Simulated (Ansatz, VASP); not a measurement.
Given: the input of a run of VASP 6.6.1 on GaAs. 

The input INCAR:

```
ALGO = Normal ; EDIFF = 1E-6
EDIFFG = -0.02 ; ENCUT = 600
GGA = PS ; IBRION = 2
ISIF = 3 ; ISMEAR = -1
IVDW = 13 ; LASPH = True
LCHARG = False ; LREAL = False
LWAVE = False ; NELM = 80
NSW = 60 ; PREC = Accurate
SIGMA = 0.05
```

Contents of KPOINTS:

```
k-points
0
Gamma
  8 8 8
```

The input POSCAR:

```
GaAs
1.0
    0.0000000000      2.8268500000      2.8268500000
    2.8268500000      0.0000000000      2.8268500000
    2.8268500000      2.8268500000      0.0000000000
As Ga
1 1
Direct
    0.7500000000      0.7500000000      0.7500000000
    0.0000000000      0.0000000000      0.0000000000
```

Potentials or basis: VASP PAW PBE potentials, release 64 (As, Ga_d).

Launch:

```sh
$ cat potpaw_PBE.64/As/POTCAR potpaw_PBE.64/Ga_d/POTCAR > POTCAR
$ mpirun -np 1 vasp_std > vasp.out
```

Task: Set up the same calculation for Ansatz 0.2.0. Potentials or basis there: Ansatz PAW, cutoff 420 eV.

Result: As run (cutoffs and basis follow the program's own potentials, and thresholds, step limits or extra output files can differ):

File input.yaml:

```yaml
crystal:
  lattice:
    - [0.0, 2.82685, 2.82685]
    - [2.82685, 0.0, 2.82685]
    - [2.82685, 2.82685, 0.0]
  atoms:
    - { symbol: As, position: [0.75, 0.75, 0.75] }
    - { symbol: Ga, position: [0.0, 0.0, 0.0] }
hamiltonian:
  xc: pbesol
  pseudopotentials: { kind: paw }
  dispersion: d4
kpoints:
  mp_grid: { grid: [8, 8, 8] }
scf:
  occupations: { method: fermi_dirac, width: 0.05 }
output:
  forces: true
  stress: true
  eigenvalues: true
relax:
  f_tol: 0.01
  max_steps: 40
  cell: { stress_tol: 0.05 }
```

Potentials or basis: Ansatz PAW.

Run with:

```bash
$ ansatz run input.yaml --threads 1 --pin off --max-ram 3584MiB --backend cpu --events-out ev --progress --plain --runs-dir out
```

Both were run:

|  | VASP | Ansatz |
| --- | --- | --- |
| Relaxed volume | 22.19 Å³/atom | 22.14 Å³/atom |
| Relaxed cell | a = 3.974 Å, b = 3.974 Å, c = 3.974 Å, α = 60.00°, β = 60.00°, γ = 60.00° | a = 3.971 Å, b = 3.971 Å, c = 3.971 Å, α = 60.00°, β = 60.00°, γ = 60.00° |
| Space group after relaxing | F-43m (No. 216) | F-43m (No. 216) |
| Pressure after relaxing | -0.1 GPa | 0.0 GPa |

Ansatz's pressure holds a Pulay term of +0.03 GPa for its cutoff of 420 eV, which the other run lacks.

The potentials hold 18 and 28 valence electrons a cell.

VASP's potentials were made for PBE. Ansatz's potentials were made for PBE.

Where Ansatz's input types no cutoff or centring, it takes its own default and a Γ-centred mesh.

Pressure is positive in compression.
